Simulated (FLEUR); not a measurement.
The system is CdSe.

```xyz
2
Lattice="0.0000 2.8740 2.8740 2.8740 0.0000 2.8740 2.8740 2.8740 0.0000" Properties=species:S:1:pos:R:3 pbc="T T T"
Cd    0.0000    0.0000    0.0000
Se    2.8740    2.8740    2.8740
```

Measurements of this composition are mostly on another form, of space group No. 186.

| Quantity | Value |
| --- | --- |
| Program | FLEUR MaX-R8.1 (later development tree) |
| Task | single point |
| Functional | PBE |
| Potentials or basis | all-electron |
| Basis | FLAPW |
| Kmax | 3.8 1/bohr |
| k mesh | 8 × 8 × 8 |
| Occupations | fermi-dirac, width 0.05 eV |
| Spin | no spin polarisation |
| Gmax | 11.8 1/bohr |
| Muffin-tin radii | Cd 2.64, Se 2.24 bohr |
| lmax | Cd 11, Se 9 |
| Local orbitals a species | Cd 5, Se 4 |
| Max iterations | 60 |
| Mixing factor | 0.05 |
| Mixer | Anderson |
| Mixer history | 15 |
| Density convergence | 1e-05 me/bohr^3 |

On this cell: largest force zero by symmetry; band gap on the k mesh none (metal or under the smearing width).

The same run follows on a disturbed copy (atoms moved at random, drawn with an rms of 0.05 Å):

```
Cd Se
1.0
     0.00000    2.87396    2.87396
     2.87396    0.00000    2.87396
     2.87396    2.87396    0.00000
Cd Se
1 1
Cartesian
  0.0412 -0.0040 -0.0327
  2.8531 2.8085 2.8768
```

Question: What does the disturbed cell give?

Answer: The energy (extrapolated to zero smearing) moves by +2.3 meV/atom; largest force 0.097 eV/Å; band gap on the k mesh none (metal or under the smearing width).

Forces on the atoms (eV/Å):
```
Cd  -0.064 -0.064  0.035
Se   0.064  0.064 -0.035
```
